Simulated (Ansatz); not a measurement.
Reaction (ligand exchange at the Si–Br bond): `Cl[Si]Br` + `CC(C)(C)O` → `CC(C)(C)O[Si]Cl` + HBr

Calculated with Ansatz (gas phase, PBE0-D4/def2-TZVP geometries, no zero-point term in ΔE). CCSD(T)/CBS adds triple-zeta CCSD(T) − MP2 to the extrapolated MP2 energy (def2 sets, frozen cores). DFT in def2-TZVPP. For Br outer-core shells are correlated without core-valence functions, which leaves a few kJ/mol of doubt a bond. Scalar relativity is left out up to krypton. One conformer a species, not always the lowest.

CCSD(T)/CBS gives -20.0 kJ/mol.

(1) Another level gave -16.7 kJ/mol. Which?
A. BHLYP-D4/def2-TZVPP
B. ωB97M-V/def2-TZVPP
C. r2SCAN0-D4/def2-TZVPP
D. BLYP/def2-TZVPP

Largest T1 diagnostic among the species: 0.012.

## Answers

(1) C. r2SCAN0-D4 -16.7, ωB97M-V -22.2, BLYP -11.8, BHLYP-D4 -26.7 kJ/mol.

From BLYP to BHLYP (50 % exact exchange), in def2-TZVPP and without D4, ΔE moves by −5.9 kJ/mol. Leaving LDA and LC-ωPBE aside and taking each functional with its dispersion term where it has one, the values, not all of them listed here, spread over 20.1 kJ/mol, from CAM-B3LYP-D4 to HSE06-D4. LDA lies −15.0 kJ/mol from PBE without D4. In def2-TZVPP, CCSD(T) changes the Hartree–Fock value by −8.7 kJ/mol (the triples alone add −1.0 kJ/mol) and MP2 by −8.4 kJ/mol.

CCSD(T)/CBS has its own doubt, a few kJ/mol and more with outer-core shells, so smaller differences from it don't rank the levels.
